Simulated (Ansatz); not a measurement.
Reactions of C7H16, SMILES `CCCC(C)(C)C`.

Computed with Ansatz on PBE0-D4/def2-TZVP structures; ΔE is electronic, products minus reactants. CCSD(T)/CBS adds triple-zeta CCSD(T) − MP2 to the extrapolated MP2 energy (def2 sets, frozen cores). This one scheme is used for every species. DFT in def2-TZVPP. def2 core potentials past Kr. For In outer-core shells are correlated without core-valence functions, which leaves a few kJ/mol of doubt a bond. One conformer a species, not always the lowest.

```tsv
reaction	CCSD(T)/CBS(def2) (kcal/mol)
`CCCC(C)(C)C` + H₂S → `CCCS` + `CC(C)C`	3.7
`CCCC(C)(C)C` → `CCC(C)(C)CC`	0.7
`CCCC(C)(C)C` + ethane → `CCCCC(C)(C)C` + CH₄	?
`CCCC(C)(C)C` + `N=C(O)O` → `CN=C(O)O` + `CCCC(C)C`	8.9
`CCCC(C)(C)C` + `[SiH3]N[SiH3]` → `CC(C)(C)N([SiH3])[SiH3]` + propane	?
`CCCC(C)(C)C` → `CCCCCCC`	?
`CCCC(C)(C)C` → `CC(C)C(C)(C)C`	0.6
`CCCC(C)(C)C` → `CCCC(C)CC`	2.3
`CCCC(C)(C)C` + H₂O → `CC(C)(C)CO` + ethane	10.9
`CCCC(C)(C)C` + `[NH2][In]([F])[F]` → `CC(C)(C)[NH][In]([F])[F]` + propane	3.0
```

(1) Fill in the missing values. (Estimate.)

Largest T1 diagnostic: 0.016, for `[NH2][In]([F])[F]`.

## Answers

(1) The calculation gave: `CCCC(C)(C)C` + ethane → `CCCCC(C)(C)C` + CH₄: -2.3 kcal/mol; `CCCC(C)(C)C` + `[SiH3]N[SiH3]` → `CC(C)(C)N([SiH3])[SiH3]` + propane: +7.9 kcal/mol; `CCCC(C)(C)C` → `CCCCCCC`: +3.2 kcal/mol.
